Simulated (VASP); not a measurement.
Runs of VASP 6.6.1 on Ni. It takes space group Fd-3m (No. 227, cubic). Conventional cell: a = 5.161 Å, b = 5.161 Å, c = 5.161 Å, α = 90.00°, β = 90.00°, γ = 90.00°. Around Ni (site symmetry -43m) lie 4 Ni at 2.23 Å. This isn't the form of Ni at room conditions, which is fcc.

| cell | k mesh | gap on the mesh (eV) | pressure (GPa) |
| --- | --- | --- | --- |
| Fd-3m, 17.18 Å³/atom | 17 × 17 × 17 | none | 0.1 |
| Fd-3m, 17.87 Å³/atom | 12 × 12 × 12 | none | -2.7 |
| Fd-3m, 15.81 Å³/atom | 12 × 12 × 12 | none | (a) |
| Fd-3m, 15.12 Å³/atom | 12 × 12 × 12 | none | 13.7 |

Alike in all rows: task single point; level RPBE; potentials or basis VASP PAW PBE potentials, release 64 (Ni); no spin polarisation; cutoff (eV) 520; smearing fermi-dirac 0.1 eV.

Q: Estimate the missing entries.

A: (a) 8.1.

Caveats: the PAW data sets were made with another functional, which shifts forces and pressure a little; the run has no spin polarisation, though such a crystal can be magnetic.

A gap of «none» marks a metal or a gap under the smearing width.
